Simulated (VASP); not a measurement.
# InSe (C2/m) in VASP: equation of state

How stiff is InSe in PBE, and what volume does it want? The cell is scaled to several volumes.

Everything below comes from runs of VASP 6.6.1. Logs are shortened: lines on timing, memory, paths and dates and some standing lists are left out, and cuts for length are marked.

### Step 1. The crystal as given

It takes space group C2/m (No. 12, monoclinic). Conventional cell: a = 11.653 Å, b = 4.109 Å, c = 5.073 Å, α = 90.00°, β = 109.86°, γ = 90.00°. In (site symmetry m) is surrounded by 3 Se at 2.68 to 2.69 Å and 1 In at 2.80 Å. Se (site symmetry m) has 3 In at 2.68 to 2.69 Å as nearest neighbours.

The cell comes from a database or a generator and needn't be the stable form of this composition.

### Step 2. Equation of state, PBE, 26.85 Å³/atom (volume scaled by 0.94)

Contents of INCAR:

```
PREC = Accurate
ENCUT = 520
EDIFF = 1E-7
ISMEAR = -1
SIGMA = 0.05
LREAL = F
LASPH = T
NELM = 100
ALGO = Normal
ISIF = 2
LWAVE = F
LCHARG = F
GGA = PE
NBANDS = 27
```

Contents of KPOINTS:

```
Automatic mesh
0
Gamma
  7 7 6
```

Contents of POSCAR:

```
InSe
1.0
    5.7074535273     -2.0127055746      0.0000000000
    5.7074535273      2.0127055746      0.0000000000
   -1.6880551226      0.0000000000      4.6739460813
In Se
2 2
Direct
    0.8882032500      0.8882032500      0.0468413600
    0.1117967500      0.1117967500      0.9531586400
    0.6609275900      0.6609275900      0.6689556200
    0.3390724100      0.3390724100      0.3310443800
```

Potentials or basis: VASP PAW PBE potentials, release 64 (In_d, Se).

Run with:

```
$ cat potpaw_PBE.64/In_d/POTCAR potpaw_PBE.64/Se/POTCAR > POTCAR
$ mpirun -np 1 vasp_std > vasp.out
```

OUTCAR:

```text
PREC = Accurate
   ENCUT = 520
   EDIFF = 1E-7
   ISMEAR = -1
   LREAL = F
   LASPH = T
   NELM = 100
   ISIF = 2
   GGA = PE

 Found     88 irreducible k-points:

 Following reciprocal coordinates:
            Coordinates               Weight
  0.000000  0.000000  0.000000      1.000000
  0.142857  0.000000  0.000000      4.000000
  0.285714 -0.000000 -0.000000      4.000000
  0.428571  0.000000  0.000000      4.000000
  0.142857  0.142857  0.000000      2.000000
  0.285714  0.142857 -0.000000      4.000000
   k-points           NKPTS =     88   k-points in BZ     NKDIM =     88   number of bands    NBANDS=     27
   number of dos      NEDOS =    301   number of ions     NIONS =      4
   total plane-waves  NPLWV =  92160
   dimension x,y,z NGX =    48 NGY =   48 NGZ =   40
   dimension x,y,z NGXF=    96 NGYF=   96 NGZF=   80
   ions per type =               2   2
   NGX,Y,Z   is equivalent  to a cutoff of  13.19, 13.19, 13.38 a.u.
   NGXF,Y,Z  is equivalent  to a cutoff of  26.37, 26.37, 26.76 a.u.
 SYSTEM =  unknown system
   PREC   = accura    normal or accurate (medium, high low for compatibility)
   ISTART =      0    job   : 0-new  1-cont  2-samecut
   ICHARG =      2    charge: 1-file 2-atom 10-const
   ISPIN  =      1    spin polarized calculation?
   LNONCOLLINEAR =      F non collinear calculations
   LSORBIT =      F    spin-orbit coupling
   LASPH  =      T    aspherical Exc in radial PAW
   ENCUT  =  520.0 eV  38.22 Ry    6.18 a.u.  11.25 11.25  9.24*2*pi/ulx,y,z
   NELM   =    100;   NELMIN=  2; NELMDL= -5     # of ELM steps
   EDIFF  = 0.1E-06   stopping-criterion for ELM
   LREAL  =      F    real-space projection
   EDIFFG = 0.1E-05   stopping-criterion for IOM
   NSW    =      0    number of steps for IOM
   IBRION =     -1    ionic relax: 0-MD 1-quasi-New 2-CG
   NFREE  =      0    steps in history (QN), initial steepest desc. (CG)
   ISIF   =      2    stress and relaxation
   ISYM   =      2    0-nonsym 1-usesym 2-fastsym
   POTIM  = 0.5000    time-step for ionic-motion
   TEBEG  =    0.0;   TEEND  =   0.0 temperature during run
   PSTRESS=    0.0 pullay stress
   NELECT =      38.0000    total number of electrons
   NUPDOWN=      -1.0000    fix difference up-down
   EMIN   =  10.00;   EMAX   =-10.00  energy-range for DOS
   EFERMI =   0.00;   METHOD = LEGACY
   ISMEAR =    -1;   SIGMA  =   0.05  broadening in eV -4-tet -1-fermi 0-gaus
   EFERMI_NEDOS =   21; number of points for ismear=-14 and -15
   IALGO  =     38    algorithm
   IMIX   =      4    mixing-type and parameters
     AMIX     =   0.40;   BMIX     =  1.00
     AMIX_MAG =   1.60;   BMIX_MAG =  1.00
  volume/ion in A,a.u.               =      26.85       181.16
  Fermi-wavevector in a.u.,A,eV,Ry     =   1.157952  2.188212 18.243413  1.340853
  Thomas-Fermi vector in A             =   2.294559
   LORBIT       =      0    0 simple, 1 ext, 2 COOP (PROOUT), +10 PAW based schemes
   GGA     = PE    functional components
   LHFCALC =     F    Hartree Fock is set to
   AEXX    =    0.0000 exact exchange contribution
   IVDW    =     0    specifies the selected vdW correction
   LEPSILON=     F    determine dielectric tensor
   LRPA    =     F    only Hartree local field effects (RPA)
 non-spin polarized calculation
  energy-cutoff  :      520.00
  volume of cell :      107.38
 maximum number of plane-waves:      2918
 NGX is ok and might be reduce to    48
   NGX = 23   NGY = 23   NGZ = 19

 number of electron      37.9999995 magnetization

 Free energy of the ion-electron system (eV)
  ---------------------------------------------------
  ext. energy  EPLUGINS =         0.00000000
  ---------------------------------------------------
  free energy    TOTEN  =       -13.91199307 eV

  energy without entropy =      -13.91199299  energy(sigma->0) =      -13.91199303

 E-fermi :   5.2115     XC(G=0):  -9.3577

 val. band max:        4.5580264356   @ k =  -0.4286  -0.4286   0.1667
 cond. band min:       5.8001888655   @ k =   0.0000   0.0000   0.5000
 fundamental gap:      1.2421624299
 Fermi energy:         5.2115009285

 k-point     1 :       0.0000    0.0000    0.0000
  band No.  band energies     occupation
      1     -10.1068      2.00000
      2      -9.9459      2.00000
      3      -9.7337      2.00000
      4      -9.7024      2.00000
      5      -9.6511      2.00000
      6      -9.6468      2.00000
[... 19 lines left out ...]
     26      11.4891      0.00000
     27      12.9609      0.00000

 k-point     2 :       0.1429    0.0000    0.0000
  band No.  band energies     occupation
      1     -10.1017      2.00000
      2      -9.9433      2.00000
      3      -9.8322      2.00000
      4      -9.6801      2.00000
      5      -9.6722      2.00000
      6      -9.6311      2.00000
[... 19 lines left out ...]
     26      11.4293      0.00000
     27      13.3791      0.00000

 k-point     3 :       0.2857   -0.0000   -0.0000
  band No.  band energies     occupation
      1     -10.0987      2.00000
      2      -9.9647      2.00000
      3      -9.9170      2.00000
      4      -9.7151      2.00000
      5      -9.6537      2.00000
      6      -9.6352      2.00000
[... 19 lines left out ...]
     26      12.1472      0.00000
     27      12.4142      0.00000

 k-point     4 :       0.4286    0.0000    0.0000
  band No.  band energies     occupation
      1     -10.1162      2.00000
      2     -10.0021      2.00000
      3      -9.9109      2.00000
      4      -9.7489      2.00000
      5      -9.6566      2.00000
      6      -9.6415      2.00000
[... 19 lines left out ...]
     26      11.5464      0.00000
     27      13.2477      0.00000

 k-point     5 :       0.1429    0.1429    0.0000
  band No.  band energies     occupation
      1     -10.0994      2.00000
      2      -9.9447      2.00000
      3      -9.7500      2.00000
      4      -9.6985      2.00000
      5      -9.6616      2.00000
      6      -9.6539      2.00000
[... 19 lines left out ...]
     26      11.4679      0.00000
     27      13.0637      0.00000

 k-point     6 :       0.2857    0.1429   -0.0000
  band No.  band energies     occupation
      1     -10.0944      2.00000
      2      -9.9390      2.00000
      3      -9.8151      2.00000
      4      -9.7107      2.00000
      5      -9.6846      2.00000
      6      -9.6372      2.00000
[... 19 lines left out ...]
     26      11.3785      0.00000
     27      12.8399      0.00000

 [... further k-points ...]

------------------------ aborting loop because EDIFF is reached ----------------------------------------

  FORCE on cell =-STRESS in cart. coord.  units (eV):
  Direction    XX          YY          ZZ          XY          YZ          ZX
  --------------------------------------------------------------------------------------
  -------------------------------------------------------------------------------------
  Total        3.8794296      3.7036271      3.1706506      0.0000000      0.0000000      0.1171566
  in kB       57.8818143     55.2588069     47.3066992      0.0000000      0.0000000      1.7479982
  external PRESSURE =      53.4824401 kB  Pullay stress =       0.0000000 kB

 VOLUME and BASIS-vectors are now :
 -----------------------------------------------------------------------------
  energy-cutoff  :      520.00
  volume of cell :      107.38
      direct lattice vectors                 reciprocal lattice vectors
     5.707453527 -2.012705575  0.000000000     0.087604743 -0.248421829  0.031639568
     5.707453527  2.012705575  0.000000000     0.087604743  0.248421829  0.031639568
    -1.688055123  0.000000000  4.673946081     0.000000000  0.000000000  0.213951976

 POSITION                                       TOTAL-FORCE (eV/Angst)
 -----------------------------------------------------------------------------------
     10.05969      0.00000      0.21893         0.365710      0.000000     -0.096474
     -0.33283      0.00000      4.45501        -0.365710      0.000000      0.096474
      6.41519      0.00000      3.12666         0.047412      0.000000     -0.785320
      3.31166      0.00000      1.54728        -0.047412      0.000000      0.785320
 -----------------------------------------------------------------------------------
    total drift:                               -0.000000     -0.000000      0.000000

  FREE ENERGIE OF THE ION-ELECTRON SYSTEM (eV)
  ---------------------------------------------------
  free  energy   TOTEN  =       -13.9119930704 eV

  energy  without entropy=      -13.9119929880  energy(sigma->0) =      -13.91199303
```

OSZICAR:

```text
N       E                     dE             d eps       ncg     rms          rms(c)
DAV:   1     0.339349317065E+03    0.33935E+03   -0.17596E+04  4752   0.161E+03
DAV:   2     0.262419701679E+02   -0.31311E+03   -0.30346E+03  4766   0.395E+02
DAV:   3    -0.126154465734E+02   -0.38857E+02   -0.38114E+02  6003   0.146E+02
DAV:   4    -0.143354294478E+02   -0.17200E+01   -0.17147E+01  5754   0.310E+01
DAV:   5    -0.143902959597E+02   -0.54867E-01   -0.54859E-01  6944   0.571E+00    0.703E+00
DAV:   6    -0.139369930965E+02    0.45330E+00   -0.81899E-01  6771   0.146E+01    0.422E+00
DAV:   7    -0.139118781570E+02    0.25115E-01   -0.39327E-01  7309   0.489E+00    0.122E+00
DAV:   8    -0.139109246891E+02    0.95347E-03   -0.46381E-02  7284   0.242E+00    0.635E-01
DAV:   9    -0.139119011671E+02   -0.97648E-03   -0.57846E-03  6217   0.749E-01    0.192E-01
DAV:  10    -0.139119327791E+02   -0.31612E-04   -0.48659E-04  6338   0.166E-01    0.112E-01
DAV:  11    -0.139119954397E+02   -0.62661E-04   -0.17300E-04  5902   0.128E-01    0.324E-02
DAV:  12    -0.139119924536E+02    0.29861E-05   -0.17692E-05  5871   0.290E-02    0.196E-02
DAV:  13    -0.139119928420E+02   -0.38837E-06   -0.53286E-06  6618   0.167E-02    0.839E-03
DAV:  14    -0.139119931227E+02   -0.28072E-06   -0.12796E-06  5382   0.122E-02    0.303E-03
DAV:  15    -0.139119930704E+02    0.52290E-07   -0.13712E-07  4849   0.362E-03
   1 F= -.13911993E+02 E0= -.13911993E+02  d E =-.824266E-07
```

stdout:

```text
POSCAR found type information on POSCAR InSe
 POSCAR found :  2 types and       4 ions
 scaLAPACK will be used
 LDA part: xc-table for (Slater+PW92), standard interpolation
 POSCAR, INCAR and KPOINTS ok, starting setup
 FFT: planning ... GRIDC
 FFT: planning ... GRID_SOFT
 FFT: planning ... GRID
 WAVECAR not read
 entering main loop
```

It took 4.2 min on 1 thread of Intel Xeon 6975P-C (Granite Rapids), shared host; peak memory 0.42 GiB.

Results:

```yaml
Free_energy: -13.9120 eV
Pressure: 5.3 GPa
Largest_force: 0.787 eV/Å
Band_gap_on_the_k_mesh: 1.24 eV, indirect (least direct gap 1.42 eV)
```

Caveat: spin-orbit coupling is left out, which moves the levels of the heavy elements; an odd mesh through Γ misses points on the zone boundary, where band edges often lie.

### Step 3. Equation of state, PBE, 27.42 Å³/atom (volume scaled by 0.96)

Contents of INCAR:

```
SYSTEM = InSe
PREC = Accurate
ENCUT = 520
EDIFF = 1E-7
ISMEAR = -1
SIGMA = 0.05
LREAL = .False.
LASPH = .True.
NELM = 60
ALGO = Normal
ISIF = 2
LWAVE = .False.
LCHARG = .False.
GGA = PE
NBANDS = 27
```

Contents of KPOINTS:

```
regular mesh
0
Gamma
  7 7 6
  0 0 0
```

Contents of POSCAR:

```
InSe
1.0
    5.7476481863     -2.0268800245      0.0000000000
    5.7476481863      2.0268800245      0.0000000000
   -1.6999432264      0.0000000000      4.7068622790
In Se
2 2
Direct
    0.8882032500      0.8882032500      0.0468413600
    0.1117967500      0.1117967500      0.9531586400
    0.6609275900      0.6609275900      0.6689556200
    0.3390724100      0.3390724100      0.3310443800
```

Potentials or basis: VASP PAW PBE potentials, release 64 (In_d, Se).

Run with:

```
$ cat potpaw_PBE.64/In_d/POTCAR potpaw_PBE.64/Se/POTCAR > POTCAR
$ mpirun -np 1 vasp_std > vasp.out
```

Wall time 4.3 min (1 thread of Intel Xeon 6975P-C (Granite Rapids), shared host); peak memory 0.42 GiB.

Results (log left out):

| Item | Value |
| --- | --- |
| Free energy | -13.9784 eV |
| Pressure | 3.9 GPa |
| Largest force | 0.594 eV/Å |
| Band gap on the k mesh | 1.21 eV, indirect (least direct gap 1.35 eV) |

Caveat: spin-orbit coupling is left out, which moves the levels of the heavy elements; an odd mesh through Γ misses points on the zone boundary, where band edges often lie.

### Step 4. Equation of state, PBE, 27.99 Å³/atom (volume scaled by 0.98)

Contents of INCAR:

```
SYSTEM = InSe
ALGO     = Normal         ! electronic algorithm
EDIFF    = 1E-7           ! SCF threshold, eV
ENCUT    = 520            ! plane-wave cutoff, eV
GGA      = PE             ! functional
ISIF     = 2              ! what is computed and relaxed
ISMEAR   = -1             ! smearing method
LASPH    = .True.         ! aspherical terms in the spheres
LCHARG   = .False.        ! write CHGCAR
LREAL    = .False.        ! projectors in reciprocal space
LWAVE    = .False.        ! write WAVECAR
NBANDS   = 27             ! bands
NELM     = 80             ! most SCF steps
PREC     = Accurate       ! precision mode
SIGMA    = 0.05           ! smearing width, eV
```

Contents of KPOINTS:

```
k-points
0
Gamma
  7 7 6
  0 0 0
```

Contents of POSCAR:

```
InSe
1.0
    5.7872883920     -2.0408589492      0.0000000000
    5.7872883920      2.0408589492      0.0000000000
   -1.7116673433      0.0000000000      4.7393244240
In Se
2 2
Direct
    0.8882032500      0.8882032500      0.0468413600
    0.1117967500      0.1117967500      0.9531586400
    0.6609275900      0.6609275900      0.6689556200
    0.3390724100      0.3390724100      0.3310443800
```

Run with:

```
$ cat potpaw_PBE.64/In_d/POTCAR potpaw_PBE.64/Se/POTCAR > POTCAR
$ mpirun -np 1 vasp_std > vasp.out
```

It took 2.8 min on 1 thread of Intel Xeon 6975P-C (Granite Rapids), shared host; peak memory 0.42 GiB.

It converged, with:

| Property | Result |
| --- | --- |
| Free energy | -14.0258 eV |
| Pressure | 2.7 GPa |
| Largest force | 0.416 eV/Å |
| Band gap on the k mesh | 1.17 eV, indirect (least direct gap 1.29 eV) |

Caveat: spin-orbit coupling is left out, which moves the levels of the heavy elements; an odd mesh through Γ misses points on the zone boundary, where band edges often lie.

### Step 5. Equation of state, PBE, 29.13 Å³/atom (volume scaled by 1.02)

Contents of INCAR:

```
SYSTEM = InSe
  ALGO = Normal
  EDIFF = 1E-7
  ENCUT = 520
  GGA = PE
  ISIF = 2
  ISMEAR = -1
  LASPH = .True.
  LCHARG = .False.
  LREAL = .False.
  LWAVE = .False.
  NBANDS = 27
  NELM = 80
  PREC = Accurate
  SIGMA = 0.05
```

KPOINTS is that of step 4.

Contents of POSCAR:

```
InSe
1.0
    5.8649793859     -2.0682562983      0.0000000000
    5.8649793859      2.0682562983      0.0000000000
   -1.7346454858      0.0000000000      4.8029471088
In Se
2 2
Direct
    0.8882032500      0.8882032500      0.0468413600
    0.1117967500      0.1117967500      0.9531586400
    0.6609275900      0.6609275900      0.6689556200
    0.3390724100      0.3390724100      0.3310443800
```

Run with:

```
$ cat potpaw_PBE.64/In_d/POTCAR potpaw_PBE.64/Se/POTCAR > POTCAR
$ mpirun -np 1 vasp_std > vasp.out
```

It took 3.9 min on 1 thread of Intel Xeon 6975P-C (Granite Rapids), shared host; peak memory 0.44 GiB.

Results (log left out):

| Item | Value |
| --- | --- |
| Free energy | -14.0712 eV |
| Pressure | 0.5 GPa |
| Largest force | 0.101 eV/Å |
| Band gap on the k mesh | 1.10 eV, indirect (least direct gap 1.16 eV) |

Caveat: spin-orbit coupling is left out, which moves the levels of the heavy elements; an odd mesh through Γ misses points on the zone boundary, where band edges often lie.

### Step 6. Equation of state, PBE, 29.70 Å³/atom (volume scaled by 1.04)

Contents of INCAR:

```
PREC     = Accurate       # precision mode
ENCUT    = 520            # plane-wave cutoff, eV
EDIFF    = 1E-7           # SCF threshold, eV
ISMEAR   = -1             # smearing method
SIGMA    = 0.05           # smearing width, eV
LREAL    = F              # projectors in reciprocal space
LASPH    = T              # aspherical terms in the spheres
NELM     = 80             # most SCF steps
ALGO     = Normal         # electronic algorithm
ISIF     = 2              # what is computed and relaxed
LWAVE    = F              # write WAVECAR
LCHARG   = F              # write CHGCAR
GGA      = PE             # functional
NBANDS   = 27             # bands
```

Contents of KPOINTS:

```
regular mesh
0
Gamma
  7 7 6
```

Contents of POSCAR:

```
InSe
1.0
    5.9030647348     -2.0816869103      0.0000000000
    5.9030647348      2.0816869103      0.0000000000
   -1.7459097331      0.0000000000      4.8341359509
In Se
2 2
Direct
    0.8882032500      0.8882032500      0.0468413600
    0.1117967500      0.1117967500      0.9531586400
    0.6609275900      0.6609275900      0.6689556200
    0.3390724100      0.3390724100      0.3310443800
```

Potentials or basis: VASP PAW PBE potentials, release 64 (In_d, Se).

Run with:

```
$ cat potpaw_PBE.64/In_d/POTCAR potpaw_PBE.64/Se/POTCAR > POTCAR
$ mpirun -np 1 vasp_std > vasp.out
```

Run time: 3.7 min. Hardware: 1 thread of Intel Xeon 6975P-C (Granite Rapids), shared host; peak memory 0.44 GiB.

Results (log left out):

* Free energy: -14.0727 eV
* Pressure: -0.4 GPa
* Largest force: 0.096 eV/Å
* Band gap on the k mesh: 1.07 eV, indirect (least direct gap 1.11 eV)

Caveat: spin-orbit coupling is left out, which moves the levels of the heavy elements; an odd mesh through Γ misses points on the zone boundary, where band edges often lie.

### Step 7. Equation of state, PBE, 30.27 Å³/atom (volume scaled by 1.06)

Contents of INCAR:

```
PREC = Accurate ; ENCUT = 520
EDIFF = 1E-7 ; ISMEAR = -1
SIGMA = 0.05 ; LREAL = False
LASPH = True ; NELM = 60
ALGO = Normal ; ISIF = 2
LWAVE = False ; LCHARG = False
GGA = PE ; NBANDS = 27
```

Contents of KPOINTS:

```
Automatic mesh
0
Gamma
  7 7 6
```

Contents of POSCAR:

```
InSe
1.0
    5.9406648870     -2.0949464201      0.0000000000
    5.9406648870      2.0949464201      0.0000000000
   -1.7570304771      0.0000000000      4.8649274559
In Se
2 2
Direct
    0.8882032500      0.8882032500      0.0468413600
    0.1117967500      0.1117967500      0.9531586400
    0.6609275900      0.6609275900      0.6689556200
    0.3390724100      0.3390724100      0.3310443800
```

Run with:

```
$ cat potpaw_PBE.64/In_d/POTCAR potpaw_PBE.64/Se/POTCAR > POTCAR
$ mpirun -np 1 vasp_std > vasp.out
```

Run time: 3.7 min. Hardware: 1 thread of Intel Xeon 6975P-C (Granite Rapids), shared host; peak memory 0.46 GiB.

The run converged. Its results:

```yaml
Free_energy: -14.0620 eV
Pressure: -1.2 GPa
Largest_force: 0.172 eV/Å
Band_gap_on_the_k_mesh: 1.03 eV, indirect (least direct gap 1.05 eV)
```

Caveat: spin-orbit coupling is left out, which moves the levels of the heavy elements; an odd mesh through Γ misses points on the zone boundary, where band edges often lie.

### Step 8. Equation of state, PBE

Potentials or basis: VASP PAW PBE potentials, release 64 (In_d, Se).

This step only gathers the single runs of the series.

Results:

```yaml
Equilibrium_volume: 29.48 Å³/atom
Bulk_modulus_at_fixed_shape_and_positions: 46 GPa
Pressure_derivative_of_the_bulk_modulus: 4.8
```

Energy against volume, from the lowest point:
```tsv
volume (Å³/atom)	energy (meV/atom)
26.846	40.17
27.417	23.57
27.988	11.72
28.559	4.14
29.131	0.37
29.702	0.00
30.273	2.67
```

Caveat: the cell was scaled at fixed shape and fractional positions, which overstates the stiffness of a crystal with free parameters, most of all of layers and chains.
